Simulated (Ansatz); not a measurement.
Density of states of HfO$_{2}$ (P2_1/c, a = 5.114 Å, b = 5.182 Å, c = 5.295 Å, α = 90.00°, β = 99.46°, γ = 90.00°), in states per eV and primitive cell, averaged over bins of 0.3 eV. The calculation used Ansatz 0.2.0, DFT r2SCAN, scalar-relativistic, plane waves, PAW.

Plane waves to 500 eV, a k mesh through Γ of 6×6×6 on the computed 12-atom cell and Gaussian smearing (0.02 eV); no spin polarisation.

The cell is relaxed at this level. The states (both spins) are summed by tetrahedra on a 9×9×9 mesh at the self-consistent density. Energies are bin centres; the table starts no lower than −8 eV and ends at 6 eV, or lower where the solved bands end.

The gap is 4.59 eV at this level, with the zero inside it.

```csv
E − E_F (eV),total,O 2p,Hf 5d,Hf 6s,O 2s
-7.80,0.61,0.42,0.13,0.05,0.00
-7.50,3.34,2.30,0.75,0.21,0.02
-7.20,6.26,4.40,1.33,0.35,0.06
-6.90,10.13,7.13,2.47,0.28,0.08
-6.60,11.36,8.07,2.81,0.20,0.08
-6.30,9.49,6.90,2.17,0.18,0.07
-6.00,9.76,7.37,1.89,0.19,0.09
-5.70,7.63,5.95,1.24,0.15,0.09
-5.40,7.23,5.73,1.09,0.15,0.10
-5.10,9.00,7.30,1.23,0.15,0.10
-4.80,7.29,5.98,0.95,0.12,0.08
-4.50,10.70,8.89,1.30,0.16,0.11
-4.20,10.19,8.66,1.10,0.11,0.09
-3.90,12.87,11.24,1.15,0.10,0.08
-3.60,11.65,10.42,0.84,0.06,0.06
-3.30,13.00,11.92,0.69,0.05,0.04
-3.00,11.90,11.08,0.52,0.03,0.03
-2.70,5.83,5.52,0.18,0.01,0.01
-2.40,1.77,1.71,0.03,0.00,0.00
-2.10,0.00,0.00,0.00,0.00,0.00
-1.80,0.00,0.00,0.00,0.00,0.00
-1.50,0.00,0.00,0.00,0.00,0.00
-1.20,0.00,0.00,0.00,0.00,0.00
-0.90,0.00,0.00,0.00,0.00,0.00
-0.60,0.00,0.00,0.00,0.00,0.00
-0.30,0.00,0.00,0.00,0.00,0.00
0.00,0.00,0.00,0.00,0.00,0.00
0.30,0.00,0.00,0.00,0.00,0.00
0.60,0.00,0.00,0.00,0.00,0.00
0.90,0.00,0.00,0.00,0.00,0.00
1.20,0.00,0.00,0.00,0.00,0.00
1.50,0.00,0.00,0.00,0.00,0.00
1.80,0.00,0.00,0.00,0.00,0.00
2.10,0.00,0.00,0.00,0.00,0.00
2.40,0.82,0.09,0.69,0.02,0.00
2.70,3.40,0.36,2.88,0.07,0.02
3.00,6.31,0.70,5.26,0.14,0.06
3.30,6.16,0.66,5.17,0.12,0.07
3.60,8.33,0.83,6.99,0.14,0.10
3.90,6.37,0.73,5.24,0.10,0.10
4.20,8.05,1.05,6.45,0.13,0.15
4.50,8.34,0.92,6.74,0.13,0.24
4.80,7.65,0.93,5.85,0.19,0.37
5.10,8.00,0.91,5.97,0.27,0.52
5.40,4.85,0.61,3.37,0.27,0.36
5.70,6.30,0.94,4.05,0.46,0.45
```

The columns after the total are the main Löwdin projections on the occupied valence shells of the potentials; 3 others are left out. The rest of the total lies in those, in shells that are empty in the free atom, which aren't projected, and between the atoms.

Spin-orbit coupling is left out, which matters for the bands of heavy elements.